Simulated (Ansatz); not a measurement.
The system is Ag.

```xyz
1
Lattice="0.0000 2.0427 2.0427 2.0427 0.0000 2.0427 2.0427 2.0427 0.0000" Properties=species:S:1:pos:R:3 pbc="T T T"
Ag    0.0000    0.0000    0.0000
```

| Quantity | Value |
| --- | --- |
| Program | Ansatz 0.2.0 |
| Task | single point |
| Functional | PBEsol |
| Potentials or basis | all-electron LAPW, scalar-relativistic |
| Cutoff | 240 eV (chosen from the basis error) |
| Basis error allowed | 0.001 eV/atom |
| k mesh | 11 × 11 × 11 |
| Occupations | fermi-dirac, width 0.05 eV |
| Spin | no spin polarisation |

On this cell: pressure -2.9 GPa; band gap on the k mesh none (metal or under the smearing width).

The same run follows on a disturbed copy (cell strained at random at fixed volume):

```
Ag
1.0
    -0.00622    2.03863    2.06720
     2.01497    0.04695    2.01403
     2.08560    2.05608   -0.02368
Ag
1
Cartesian
  0.0358 -0.0156 0.0623
```

Problem. What does the disturbed cell give?

Solution. The energy (extrapolated to zero smearing) moves by +6.1 meV/atom; pressure -2.5 GPa; band gap on the k mesh none (metal or under the smearing width).

Stress tensor (GPa, compression positive):
```
-2.32 -1.71  1.39
-1.71 -2.57 -0.80
 1.39 -0.80 -2.62
```
